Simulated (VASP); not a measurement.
# Na2S: evGW0 quasiparticle levels with PBE

Na2S:

```
CELL_PARAMETERS angstrom
0.00000 3.27350 3.27350
3.27350 0.00000 3.27350
3.27350 3.27350 0.00000
ATOMIC_POSITIONS crystal
S 0.00000 0.00000 0.00000
Na 0.75000 0.75000 0.75000
Na 0.25000 0.25000 0.25000
```

```yaml
Program: VASP 6.6.1
Task: evGW0 quasiparticle levels
Functional: PBE
Potentials_or_basis: VASP PAW PBE potentials, release 64 (S_GW, Na_sv_GW)
Cutoff: 450 eV
k_mesh: 4 × 4 × 4
Occupations: gaussian, width 0.01 eV
Spin: no spin polarisation
Cutoff_of_the_response_function: 120
Frequency_points: 48
Empty_bands: 122
GW_scheme: evGW0
GW_iterations: 4
Further_INCAR_settings: ALGO = EVGW0; EDIFF = 1e-08; NBANDS = 134
```

```
Band gap on the k mesh, mean-field level : 2.48 eV, direct
Quasiparticle gap                        : 4.61 eV
Least direct quasiparticle gap           : 4.61 eV
```

Levels at points of the mesh, in eV from the valence-band top:
```tsv
k point	band 8	band 9	band 10	band 11	band 12	band 13	band 14	band 15	band 16
(0.00, 0.00, 0.00)	-22.20	-10.13	0.00	0.00	0.00	2.48	7.72	7.72	7.72
(0.50, 0.00, 0.00)	-22.23	-9.89	-1.63	-0.13	-0.13	4.79	6.44	7.13	7.13
(0.50, 0.50, 0.00)	-22.19	-9.82	-1.46	-0.46	-0.46	3.84	6.00	8.44	9.75
```

Quasiparticle gap after each update of the energies (eV): 4.23, 4.54, 4.60, 4.61

It took 13 min on 1 thread of AMD EPYC 9R45 96-Core Processor (Zen 5), with other jobs on the host, peak memory 0.64 GiB.

Caveat: bands, screening cutoff and mesh are small and nothing is extrapolated, so the quasiparticle values aren't converged.
